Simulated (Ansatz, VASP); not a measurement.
Two plane-wave programs on AlN

```xyz
2
Lattice="0.0000 2.2016 2.1686 2.2016 0.0000 2.1686 2.2016 2.2016 0.0000" Properties=species:S:1:pos:R:3 pbc="T T T"
Al    0.0000    0.0000    0.0000
N     3.3024    3.3024    3.2528
```

Change from the starting cell: strain +0.000 along x and y, -0.015 along z, atoms carried along.

Alike in both runs: task single point; functional PBE; k mesh 10 × 10 × 10; occupations gaussian, width 0.05 eV; no spin polarisation.

|  | VASP | Ansatz |
| --- | --- | --- |
| version | VASP 6.6.1 | Ansatz 0.2.0 |
| potentials or method | VASP PAW PBE potentials, release 64 (Al, N) | scalar-relativistic, plane waves, PAW |
| plane-wave cutoff (eV) | 520 | 420 |
| valence electrons in the cell | 8 | 8 |

```csv
,VASP,Ansatz,Ansatz less VASP
gap on the k mesh at the Fermi level (eV),3.23,3.24,+0.008
least direct gap on the mesh (eV),4.07,4.07,-0.009
pressure (GPa),2.7,3.0,+0.28
largest component of the traceless stress (GPa),1.27,1.26,-0.009
```

With one functional, cell and mesh, what is left measures potentials, basis and numerics.

A k mesh can miss the band edges.
